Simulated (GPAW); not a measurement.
# In: band structure with PBEsol

Crystal: In.

```
CELL_PARAMETERS angstrom
-1.88253 1.88253 1.88253
1.88253 -1.88253 1.88253
1.88253 1.88253 -1.88253
ATOMIC_POSITIONS crystal
In 0.00000 0.00000 0.00000
```

This isn't the form of In at room conditions, which is tetragonal.

- Program: GPAW 26.7.0
- Task: band structure
- Functional: PBEsol
- Potentials or basis: PAW data sets generated in the run's folder for this functional
- Cutoff: 600 eV
- Basis: pw
- k mesh: 10 × 10 × 10
- Occupations: fermi-dirac, width 0.05 eV
- Spin: spin-orbit coupling, no magnetisation
- Maxiter: 150
- Band path: GHNGPH,PN
- Band points: 60
- spin axis theta (degrees): 90
- spin axis phi (degrees): 0
- Soc after scf: second variation

* Pressure: -1.7 GPa
* Band gap along the path: none (metal or under the smearing width)

Levels at the corners of the path, in eV from the Fermi level:
```
point  band 9  band 10  band 11  band 12  band 13  band 14  band 15  band 16
    Γ  -13.86   -13.86    -9.32    -9.32    10.12    10.12    11.33    11.33
    H  -13.64   -13.64     0.93     0.93     0.97     0.97     1.51     1.51
    N  -13.69   -13.69    -3.83    -3.83    -3.06    -3.06     5.84     5.84
    Γ  -13.86   -13.86    -9.32    -9.32    10.12    10.12    11.33    11.33
    P  -13.84   -13.84    -2.26    -2.26    -0.04    -0.04     0.33     0.33
    H  -13.64   -13.64     0.93     0.93     0.97     0.97     1.51     1.51
    P  -13.84   -13.84    -2.26    -2.26    -0.04    -0.04     0.33     0.33
    N  -13.69   -13.69    -3.83    -3.83    -3.06    -3.06     5.84     5.84
```

Run time: 9.8 s on 1 thread of AMD EPYC 9R45 96-Core Processor (Zen 5), with other jobs on the host, peak memory 0.22 GiB.

Caveat: spin-orbit coupling was added after a scalar SCF, so levels and gaps hold it while energy, forces, pressure and moments don't; this program's spin-orbit splittings come out too wide for heavy elements.
